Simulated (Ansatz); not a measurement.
**KTaO3: relaxation of cell and atoms with r2SCAN+U**

Crystal: KTaO3.

```
Ta K O
1.0
     3.98830    0.00000    0.00000
     0.00000    3.98830    0.00000
     0.00000    0.00000    3.98830
Ta K O
1 1 3
Direct
  0.00000 0.00000 0.00000
  0.50000 0.50000 0.50000
  0.00000 0.00000 0.50000
  0.00000 0.50000 0.00000
  0.50000 0.00000 0.00000
```

| Item | Value |
| --- | --- |
| Program | Ansatz 0.2.0 |
| Task | relaxation of cell and atoms |
| Functional | r2SCAN |
| Potentials or basis | Ansatz PAW |
| Cutoff | 500 eV (not typed: the program's choice for these potentials) |
| k mesh | 7 × 7 × 7 |
| Occupations | fermi-dirac, width 0.05 eV |
| Spin | no spin polarisation |
| Hubbard terms | Ta d U = 1 eV |
| Hubbard projectors | ortho-atomic (the default) |
| Double counting | fll (the default) |

- Relaxed volume: 12.72 Å³/atom
- Relaxed cell: a = 3.992 Å, b = 3.992 Å, c = 3.992 Å, α = 90.00°, β = 90.00°, γ = 90.00°
- Space group after relaxing (to 0.05 Å): Pm-3m (No. 221)
- Energy gained by relaxing: 0.1 meV/atom
- Ionic steps: 4
- Pressure after relaxing: 0.0 GPa
- Band gap on the k mesh: 2.81 eV, indirect (least direct gap 3.40 eV)

Step by step:
```
step  energy change (eV)  largest force (eV/Å)  volume (Å³)
   1              0.0000                0.0000        63.44
   2             -0.0002                0.0000        63.66
   3             -0.0002                0.0000        63.62
   4             -0.0003                0.0000        63.62
```

Final structure:
```xyz
5
Lattice="3.9920 0.0000 0.0000 0.0000 3.9920 0.0000 0.0000 0.0000 3.9920" Properties=species:S:1:pos:R:3 pbc="T T T"
Ta    0.0000    0.0000    0.0000
K     1.9960    1.9960    1.9960
O     0.0000    0.0000    1.9960
O     0.0000    1.9960    0.0000
O     1.9960    0.0000    0.0000
```

Levels at points of the mesh, in eV from the valence-band top:
| k point | band 16 | band 17 | band 18 | band 19 | band 20 | band 21 | band 22 | band 23 | band 24 | band 25 |
| --- | --- | --- | --- | --- | --- | --- | --- | --- | --- | --- |
| (0.00, 0.00, 0.00) | -1.03 | -1.03 | -0.59 | -0.59 | -0.59 | 2.81 | 2.81 | 2.81 | 7.19 | 7.19 |

Eigenvalues of the final occupation matrices:
| site | spin | trace | eigenvalues |
| --- | --- | --- | --- |
| site 1 | 1 | 1.42 | 0.25 0.25 0.25 0.33 0.33 |

Wall time 13 s on 2 threads of Arm Neoverse V1, on a shared host, peak memory 0.51 GiB.

Caveat: odd divisions of the mesh miss points on the zone boundary, where band edges often lie, so the gap on the mesh can be too wide; the plane-wave basis is chosen anew once the cell has moved, so the energies of steps on either side of that aren't comparable; spin-orbit coupling is left out, which moves the levels of the heavy elements; the PAW data sets come from PBE, with cores solved anew for the run's functional, which leaves a small shift of forces and pressure. A k mesh can miss the band edges.
